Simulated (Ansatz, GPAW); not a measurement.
# One calculation of Pd, 3 ways

```
Pd
1.0
     0.00000    1.94650    1.94650
     1.94650    0.00000    1.94650
     1.94650    1.94650    0.00000
Pd
1
Cartesian
  0.0000 0.0000 0.0000
```

Alike in all runs: task single point; functional PBE; k mesh 12 × 12 × 12; occupations gaussian, width 0.011 eV; no spin polarisation; no spin-orbit coupling. Pressure is positive in compression and, in plane waves, holds the error of the finite cutoff, which Ansatz's Pulay term estimates and takes out.

| program and potentials | plane-wave cutoff (eV) | notes | band gap (eV) | pressure (GPa) |
| --- | --- | --- | --- | --- |
| Ansatz, Ansatz PAW | 420 | 18 valence electrons an atom on average; Pulay term of +0.07 GPa included | no gap | 6.91 |
| GPAW, GPAW PAW data sets (gpaw-data 1.2.1) | 600 | 16 valence electrons an atom on average | no gap | 6.87 |
| Ansatz, all-electron LAPW, scalar-relativistic | - | - | no gap | 6.81 |

None finds a gap. The pressure spans 6.81 (Ansatz, all-electron LAPW, scalar-relativistic) to 6.91 GPa (Ansatz, Ansatz PAW), with all-electron results at 6.81.

Differences between rows come from potentials, basis sets and numerical settings, since the functional is the same but for its coding. Runs on potential files found faulty are left out.
